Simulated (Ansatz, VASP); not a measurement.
**One calculation of Pb, two programs**

```
CELL_PARAMETERS angstrom
0.00000 3.43900 3.43900
3.43900 0.00000 3.43900
3.43900 3.43900 0.00000
ATOMIC_POSITIONS crystal
Pb 0.25000 0.25000 0.25000
Pb 0.00000 0.00000 0.00000
```

Alike in both runs: functional LDA; k mesh 7 × 7 × 7; occupations fermi-dirac, width 0.05 eV; no spin polarisation.

|  | VASP | Ansatz |
| --- | --- | --- |
| version | VASP 6.6.1 | Ansatz 0.2.0 |
| potentials or method | VASP PAW LDA potentials, release 64 (Pb_d), cutoff 520 eV | all-electron LAPW, scalar-relativistic |
| task | single point | band structure |

```csv
,VASP,Ansatz,Ansatz less VASP
gap on the k mesh at the Fermi level (eV),none,none,-
pressure (GPa),-0.7,-0.7,+0.04
```

A gap of «none» marks a metal or a gap that the smearing closes. Ansatz ran all-electron here, so the differences hold the error of VASP's frozen core and of both bases.

Caveats: spin-orbit coupling is left out, which moves the levels of the heavy elements (Ansatz). Spin-orbit coupling is left out, which matters for the levels of Pb.
